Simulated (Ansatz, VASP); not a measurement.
Mg: VASP beside Ansatz

```
CELL_PARAMETERS angstrom
3.11072 0.00000 0.00000
-1.55536 2.69396 0.00000
0.00000 0.00000 4.97892
ATOMIC_POSITIONS crystal
Mg 0.33333 0.66667 0.25000
Mg 0.66667 0.33333 0.75000
```

Alike in both runs: functional PBE; k mesh 15 × 15 × 8; occupations gaussian, width 0.1 eV; no spin polarisation.

Ansatz relaxed the structure, and its values are those at the end. VASP's run is a single point on that final structure, the one shown.

|  | VASP | Ansatz |
| --- | --- | --- |
| version | VASP 6.6.1 | Ansatz 0.2.0 |
| potentials or method | VASP PAW PBE potentials, release 64 (Mg) | scalar-relativistic, plane waves, PAW |
| plane-wave cutoff (eV) | 520 | 420 |
| valence electrons in the cell | 4 | 20 |

```csv
,VASP,Ansatz,Ansatz less VASP
gap on the k mesh at the Fermi level (eV),none,none,-
pressure (GPa),4.0,4.1,+0.12
```

A gap of «none» marks a metal or a gap that the smearing closes. The functional is the same, so the differences come from potentials, cutoffs and numerics. The two sets of potentials don't hold the same shells in valence.
